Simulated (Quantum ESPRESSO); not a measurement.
# AlN (F-43m) in Quantum ESPRESSO: convergence with smearing width

Aim: find how far smearing width must go before the results for AlN settle, at PBE. This setting moves, with any that are tied to it; all else stays.

Program: Quantum ESPRESSO 7.5. These are calculated values, not measurements. Logs are shortened: lines on timing, memory, paths and dates and some standing lists are left out, and cuts for length are marked.

### Step 1. The crystal as given

The structure is cubic, space group F-43m (No. 216). The conventional cell has a = 4.368 Å, b = 4.368 Å, c = 4.368 Å, α = 90.00°, β = 90.00°, γ = 90.00°. Al (site symmetry -43m) has 4 N at 1.89 Å as nearest neighbours. Around N (site symmetry -43m) lie 4 Al at 1.89 Å.

Measurements of this composition are mostly on another form, of space group No. 186.

### Step 2. With smearing width 0.5 eV

File pw.in:

```
&CONTROL
  calculation = 'scf'
  prefix = 'pwscf'
  outdir = './tmp'
  pseudo_dir = './pseudo'
  tprnfor = .true.
  tstress = .true.
  disk_io = 'nowf'
/
&SYSTEM
  ibrav = 0
  nat = 2
  ntyp = 2
  ecutwfc = 84
  nbnd = 9
  occupations = 'smearing'
  smearing = 'fd'
  degauss = 0.03674932
/
&ELECTRONS
  conv_thr = 4d-10
  electron_maxstep = 120
  mixing_beta = 0.5
/
ATOMIC_SPECIES
Al    26.9815 Al.upf
N     14.0070 N.upf
CELL_PARAMETERS angstrom
   0.0000000000    2.1839935596    2.1839935596
   2.1839935596    0.0000000000    2.1839935596
   2.1839935596    2.1839935596    0.0000000000
ATOMIC_POSITIONS crystal
Al     0.0000000000    0.0000000000    0.0000000000
N      0.2500000000    0.2500000000    0.2500000000
K_POINTS automatic
10 10 10 0 0 0
```

Potentials or basis: PseudoDojo 0.5 SR PBE standard.

Run with:

```
> OMP_NUM_THREADS=1 pw.x -in pw.in > pw.out
```

pw.out:

```text
This program is part of the open-source Quantum ESPRESSO suite
     for quantum simulation of materials; please cite
         "P. Giannozzi et al., J. Phys.:Condens. Matter 21 395502 (2009);
         "P. Giannozzi et al., J. Phys.:Condens. Matter 29 465901 (2017);
         "P. Giannozzi et al., J. Chem. Phys. 152 154105 (2020);
     in publications or presentations arising from this work. More details at

     Message from routine setup:
     using ibrav=0 with symmetry is DISCOURAGED, use correct ibrav instead

     G-vector sticks info
     --------------------
     sticks:   dense  smooth     PW     G-vecs:    dense   smooth      PW
     Sum         793     793    241                14553    14553    2445

     Using Slab Decomposition

     bravais-lattice index     =            0
     lattice parameter (alat)  =       5.8367  a.u.
     unit-cell volume          =     140.5985 (a.u.)^3
     number of atoms/cell      =            2
     number of atomic types    =            2
     number of electrons       =         8.00
     number of Kohn-Sham states=            9
     kinetic-energy cutoff     =      84.0000  Ry
     charge density cutoff     =     336.0000  Ry
     scf convergence threshold =      4.0E-10
     mixing beta               =       0.5000
     number of iterations used =            8  plain     mixing
     Exchange-correlation= PBE
                           (   1   4   3   4   0   0   0)

     celldm(1)=   5.836671  celldm(2)=   0.000000  celldm(3)=   0.000000
     celldm(4)=   0.000000  celldm(5)=   0.000000  celldm(6)=   0.000000

     crystal axes: (cart. coord. in units of alat)
               a(1) = (   0.000000   0.707107   0.707107 )
               a(2) = (   0.707107   0.000000   0.707107 )
               a(3) = (   0.707107   0.707107   0.000000 )

     reciprocal axes: (cart. coord. in units 2 pi/alat)
               b(1) = ( -0.707107  0.707107  0.707107 )
               b(2) = (  0.707107 -0.707107  0.707107 )
               b(3) = (  0.707107  0.707107 -0.707107 )

     PseudoPot. # 1 for Al read from file:
     Al.upf
     Pseudo is Norm-conserving + core correction, Zval =  3.0
     Generated using ONCVPSP code by D. R. Hamann
     Using radial grid of 1876 points,  6 beta functions with:
[... 33 lines left out ...]
        k(    3) = (   0.1414214   0.1414214  -0.1414214), wk =   0.0160000
        k(    4) = (   0.2121320   0.2121320  -0.2121320), wk =   0.0160000
        k(    5) = (   0.2828427   0.2828427  -0.2828427), wk =   0.0160000
        k(    6) = (  -0.3535534  -0.3535534   0.3535534), wk =   0.0080000
[... 39 lines left out ...]
        k(   46) = (  -0.0707107  -0.3535534   0.6363961), wk =   0.0480000
        k(   47) = (  -0.7071068   0.2828427   0.0000000), wk =   0.0240000

     Dense  grid:    14553 G-vectors     FFT dimensions: (  36,  36,  36)

     Initial potential from superposition of free atoms

     starting charge       7.9975, renormalised to       8.0000
     Starting wfcs are    8 randomized atomic wfcs +    1 random wfcs

     Self-consistent Calculation

     iteration #  1     ecut=    84.00 Ry     beta= 0.50
     Davidson diagonalization with overlap
     ethr =  1.00E-02,  avg # of iterations =  6.0

     total energy              =     -25.41071771 Ry
     estimated scf accuracy    <       0.59651744 Ry
[... 71 lines left out ...]
     iteration # 12     ecut=    84.00 Ry     beta= 0.50
     Davidson diagonalization with overlap
     ethr =  2.93E-11,  avg # of iterations =  1.9

     End of self-consistent calculation

          k = 0.0000 0.0000 0.0000 (  1837 PWs)   bands (ev):

    -8.0174   6.9477   6.9477   6.9477  11.1425  19.5443  19.5443  19.5443
    24.7004

          k = 0.0707 0.0707-0.0707 (  1841 PWs)   bands (ev):
[... 146 lines left out ...]
    -5.3343   2.0535   5.1734   5.1734  10.2781  15.6067  20.8672  22.6481
    22.6481

          k = 0.2828 0.1414 0.0000 (  1832 PWs)   bands (ev):

    -7.1052   4.1193   5.9506   6.5867  13.5242  17.8887  18.3341  20.1994
    21.1269

          k = 0.3536 0.2121-0.0707 (  1838 PWs)   bands (ev):
[... 71 lines left out ...]
    -5.2832   2.8809   3.8562   4.3250  12.6756  17.8380  19.3329  19.5703
    23.8335

     the Fermi energy is     9.2823 ev

!    total energy              =     -25.58569254 Ry
     estimated scf accuracy    <          2.5E-10 Ry
     smearing contrib. (-TS)   =      -0.00258063 Ry
     internal energy E=F+TS    =     -25.58311191 Ry

     The total energy is F=E-TS. E is the sum of the following terms:
     one-electron contribution =      -0.92375365 Ry
     hartree contribution      =       5.63727447 Ry
     xc contribution           =      -8.49667351 Ry
     ewald contribution        =     -21.79995921 Ry

     convergence has been achieved in  12 iterations

     Forces acting on atoms (cartesian axes, Ry/au):

     atom    1 type  1   force =     0.00000000    0.00000000   -0.00000000
     atom    2 type  2   force =    -0.00000000   -0.00000000    0.00000000

     Total force =     0.000000     Total SCF correction =     0.000000

     Computing stress (Cartesian axis) and pressure

          total   stress  (Ry/bohr**3)                   (kbar)     P=       45.73
   0.00031084   0.00000000   0.00000000           45.73        0.00        0.00
  -0.00000000   0.00031084   0.00000000           -0.00       45.73        0.00
   0.00000000   0.00000000   0.00031084            0.00        0.00       45.73

=------------------------------------------------------------------------------=
   JOB DONE.
=------------------------------------------------------------------------------=
```

It took 12 s on 1 thread of Arm Neoverse V2, shared host; peak memory 0.05 GiB.

What came out:

| Quantity | Value |
| --- | --- |
| Free energy | -348.1111 eV |
| Pressure | 4.6 GPa |
| Band gap on the k mesh | 3.33 eV, indirect (least direct gap 4.19 eV) |

### Step 3. With smearing width 0.3 eV

Changes to pw.in since step 2:

```diff
@@ -17,3 +17,3 @@
   smearing = 'fd'
-  degauss = 0.03674932
+  degauss = 0.02204959
 /
```

Potentials or basis: PseudoDojo 0.5 SR PBE standard.

Run with:

```
> OMP_NUM_THREADS=1 pw.x -in pw.in > pw.out
```

It took 12 s on 1 thread of Arm Neoverse V2, shared host; peak memory 0.05 GiB.

Results:

```
Free energy            : -348.1053 eV
Pressure               : 4.5 GPa
Band gap on the k mesh : 3.32 eV, indirect (least direct gap 4.19 eV)
```

### Step 4. With smearing width 0.2 eV

Changes to pw.in since step 3:

```diff
@@ -17,3 +17,3 @@
   smearing = 'fd'
-  degauss = 0.02204959
+  degauss = 0.01469973
 /
```

Run with:

```
> OMP_NUM_THREADS=1 pw.x -in pw.in > pw.out
```

Wall time 12 s (1 thread of Arm Neoverse V2, shared host); peak memory 0.05 GiB.

What came out:

```
Free energy            : -348.1051 eV
Pressure               : 4.5 GPa
Band gap on the k mesh : 3.32 eV, indirect (least direct gap 4.19 eV)
```

### Step 5. With smearing width 0.136 eV

Changes to pw.in since step 4:

```diff
@@ -17,3 +17,3 @@
   smearing = 'fd'
-  degauss = 0.01469973
+  degauss = 0.00999582
 /
```

Run with:

```
> OMP_NUM_THREADS=1 pw.x -in pw.in > pw.out
```

Run time: 12 s. Hardware: 1 thread of Arm Neoverse V2, shared host; peak memory 0.05 GiB.

What came out:

- Free energy: -348.1051 eV
- Pressure: 4.5 GPa
- Band gap on the k mesh: 3.32 eV, indirect (least direct gap 4.19 eV)

### Step 6. With smearing width 0.1 eV

Changes to pw.in since step 5:

```diff
@@ -17,3 +17,3 @@
   smearing = 'fd'
-  degauss = 0.00999582
+  degauss = 0.00734986
 /
```

Potentials or basis: PseudoDojo 0.5 SR PBE standard.

Run with:

```
> OMP_NUM_THREADS=1 pw.x -in pw.in > pw.out
```

Run time: 12 s. Hardware: 1 thread of Arm Neoverse V2, shared host; peak memory 0.05 GiB.

Results (log left out):

| Property | Result |
| --- | --- |
| Free energy | -348.1051 eV |
| Pressure | 4.5 GPa |
| Band gap on the k mesh | 3.32 eV, indirect (least direct gap 4.19 eV) |

### Step 7. With smearing width 0.05 eV

Changes to pw.in since step 6:

```diff
@@ -17,3 +17,3 @@
   smearing = 'fd'
-  degauss = 0.00734986
+  degauss = 0.00367493
 /
```

Run with:

```
> OMP_NUM_THREADS=1 pw.x -in pw.in > pw.out
```

It took 12 s on 1 thread of Arm Neoverse V2, shared host; peak memory 0.05 GiB.

It converged, with:

| Quantity | Value |
| --- | --- |
| Free energy | -348.1051 eV |
| Pressure | 4.5 GPa |
| Band gap on the k mesh | 3.32 eV, indirect (least direct gap 4.19 eV) |

### Step 8. With smearing width 0.025 eV

Changes to pw.in since step 7:

```diff
@@ -17,3 +17,3 @@
   smearing = 'fd'
-  degauss = 0.00367493
+  degauss = 0.00183747
 /
```

Run with:

```
> OMP_NUM_THREADS=1 pw.x -in pw.in > pw.out
```

It took 12 s on 1 thread of Arm Neoverse V2, shared host; peak memory 0.05 GiB.

The run converged. Its results:

| Property | Result |
| --- | --- |
| Free energy | -348.1051 eV |
| Pressure | 4.5 GPa |
| Band gap on the k mesh | 3.32 eV, indirect (least direct gap 4.19 eV) |

### Step 9. With smearing width 0.01 eV

Changes to pw.in since step 8:

```diff
@@ -17,3 +17,3 @@
   smearing = 'fd'
-  degauss = 0.00183747
+  degauss = 0.00073499
 /
```

Potentials or basis: PseudoDojo 0.5 SR PBE standard.

Run with:

```
> OMP_NUM_THREADS=1 pw.x -in pw.in > pw.out
```

Wall time 12 s (1 thread of Arm Neoverse V2, shared host); peak memory 0.05 GiB.

The run converged. Its results:

```
Free energy            : -348.1051 eV
Pressure               : 4.5 GPa
Band gap on the k mesh : 3.32 eV, indirect (least direct gap 4.19 eV)
```

### Step 10. The series at a glance

```tsv
smearing width	energy less the tightest run, at zero smearing (meV/atom)	pressure (GPa)	gap on the mesh (eV)	SCF cycles	CPU time (s)	peak memory (GiB)
0.5 eV	5.77	4.57	3.330	12	12	0.05
0.3 eV	0.27	4.48	3.325	12	12	0.05
0.2 eV	0.01	4.48	3.324	12	12	0.05
0.136 eV	0.00	4.48	3.324	12	12	0.05
0.1 eV	0.00	4.48	3.324	12	12	0.05
0.05 eV	0.00	4.48	3.324	12	12	0.05
0.025 eV	0.00	4.48	3.324	12	12	0.05
0.01 eV	0.00	4.48	3.324	12	12	0.05
```

Against the tightest run, the energy stays within 1 meV/atom from 0.3 eV on; the pressure stays within 0.1 GPa from 0.5 eV on; the gap on the mesh stays within 0.01 eV from 0.5 eV on. The tightest run that finished is the yardstick and may itself not be fully converged.
